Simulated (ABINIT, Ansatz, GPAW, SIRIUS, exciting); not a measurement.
**One calculation of Cu, 5 ways**

```
Cu
1.0
    -1.41080    1.44162    1.36674
     1.39194   -1.45455    1.36053
     1.46098    1.50473   -1.38030
Cu
1
Direct
  0.01879 0.00286 0.01439
```

This isn't the form of Cu at room conditions, which is fcc.

The given cell was strained at random by a few per cent at fixed volume.

Alike in all runs: task single point; functional PBEsol; k mesh 13 × 13 × 13; occupations fermi-dirac, width 0.05 eV; no spin polarisation; no spin-orbit coupling. Pressure is positive in compression and, in plane waves, holds the error of the finite cutoff.

| program and potentials | plane-wave cutoff (eV) | notes | pressure (GPa) | energy over the undisturbed cell (meV/atom) |
| --- | --- | --- | --- | --- |
| exciting, all-electron LAPW+lo, shipped species files, valence relativity iora* | - | - | - | 4.77 |
| Ansatz, all-electron LAPW, scalar-relativistic | - | - | -1.02 | - |
| SIRIUS, PseudoDojo 0.4.1 PBEsol standard (scalar relativistic) | 1254 | 19 valence electrons an atom on average | -1.33 | 4.91 |
| ABINIT, PseudoDojo NC SR PBEsol v0.4.1 standard | 1252 | 19 valence electrons an atom on average | -1.32 | - |
| GPAW, PAW data sets generated for this functional | 600 | 11 valence electrons an atom on average; this data set often lies off other programs | 1.01 | 4.82 |

The pressure spans -1.33 (SIRIUS, PseudoDojo 0.4.1 PBEsol standard (scalar relativistic)) to 1.01 GPa (GPAW, PAW data sets generated for this functional), with all-electron results at -1.02. The pressure on the cell as given of GPAW, PAW data sets generated for this functional lies far from the others; the cause wasn't traced.

The functional is the same throughout but for its coding, so the spread measures potentials, basis and numerics; runs on potential files found faulty are left out.
